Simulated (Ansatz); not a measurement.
Bi: the change of pressure and largest V_zz with volume scale

All results are calculated (Ansatz 0.2.0). Periodic Kohn-Sham DFT of a crystal at fixed atoms, scaled to volume_scale times the given cell; pressure positive in compression, energy less spherical unpolarised free atoms, largest_vzz the field gradient of largest size among the nuclei.

The cell before it is scaled or strained (space group R-3m, No. 166):
```
Bi
1.0
      2.2730     1.3123     3.9540
     -2.2730     1.3123     3.9540
      0.0000    -2.6246     3.9540
Bi
2
Direct
  0.23389 0.23389 0.23389
  0.76611 0.76611 0.76611
```

Settings of every row: method frozen-core PAW; functional PBE; relativity scalar; k mesh 11x11x11; filling fermi-dirac; smearing width 0.03 eV; wave cutoff 420 eV; paw set soft_2.

Atom start moment: 0 on all atoms.

Limits: field gradient without spin-orbit coupling on heavy atoms; no gap: field gradients move with the k mesh; no spin-orbit coupling on heavy atoms.

```
row  volume scale  V (Å³/atom)  pressure (GPa)  largest V_zz (1e21 V/m^2)
  1          0.94        33.26           5.395                     -3.707
  2          0.99       35.029             2.3                     -3.657
  3             1       35.383           1.777                     -3.645
  4          1.01       35.736           1.281                     -3.632
  5          1.06       37.506               ?                          ?
```

Question: what pressure and largest V_zz should row 5 give?

Worked fit of pressure. Take u = (V_r/V)^(2/3) − 1 with V_r = 35.206 Å³ an atom, which is twice the finite (Eulerian) strain; such expansions in the strain, on which the Birch-Murnaghan equation of state is built, carry the rest volume and the bulk modulus. The shown rows have u = 0.03864, 0.00337, -0.00334, -0.00991. Least squares give pressure = 2.0345 + 78.226 × u + 226.25 × u² GPa; a straight line predicts inner rows, each left out in turn, worse (root mean square 0.06 against 0.0026 GPa). The rows lie off it by 0.000, -0.001, 0.001, 0.000. The withheld row has u = -0.04131, so the fit gives 2.0345 + 78.226 × (-0.04131) + 226.25 × (-0.04131)² = -0.811 GPa.

The calculation gave -0.83 GPa. The fit lies 0.019 GPa (2.3 % of the value, 0.31 % of the column's range) above it; its largest miss of a shown row is 0.001 GPa. This row lies beyond the range of the fit.

Worked fit of largest V_zz. Take t = volume scale − 0.98. The shown rows have t = -0.04, 0.01, 0.02, 0.03. Their means are 0.005 and -3.6602 1e21 V/m^2; the sums about the means are S_tt = 0.0029 and S_ty = 0.003055, whose ratio is the slope. Least squares give largest V_zz = −3.6655 + 1.053 × t 1e21 V/m^2. The rows lie off it by 0.001, -0.002, -0.001, 0.002. The withheld row has t = 0.08, so the fit gives −3.6655 + 1.053 × (0.08) = -3.581 1e21 V/m^2.

The calculation gave -3.554 1e21 V/m^2. The fit lies 0.027 1e21 V/m^2 (18 % of the column's range) below it; its largest miss of a shown row is 0.002 1e21 V/m^2. This row lies beyond the range of the fit.
